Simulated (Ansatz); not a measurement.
Crystal: Ni.

```
CELL_PARAMETERS angstrom
-1.38372 1.38372 1.38372
1.38372 -1.38372 1.38372
1.38372 1.38372 -1.38372
ATOMIC_POSITIONS crystal
Ni 0.00000 0.00000 0.00000
```

This isn't the form of Ni at room conditions, which is fcc.

Base run:

* Program: Ansatz 0.2.0
* Functional: PBE
* Potentials or basis: Ansatz PAW
* Cutoff: 420 eV (not typed: the program's choice for these potentials)
* k mesh: 13 × 13 × 13
* Occupations: fermi-dirac, width 0.05 eV
* Spin: collinear spin, ferromagnetic start
* Starting moments: [1.0] μB

Its results: band gap on the k mesh none (metal or under the smearing width); pressure 7.8 GPa; net moment 0.59 μB per cell; site moments Ni +0.62 μB.

Task: The run is repeated on the same cell with these changes: functional from PBE to LDA. What comes out?

Result: Band gap on the k mesh none (metal or under the smearing width); pressure -10.3 GPa; net moment 0.55 μB per cell; site moments Ni +0.57 μB.

LDA binds more tightly than PBE, so the same cell stands under less pressure.

Caveats: the PAW data sets come from PBE, with cores solved anew for the run's functional, which leaves a small shift of forces and pressure (some runs).
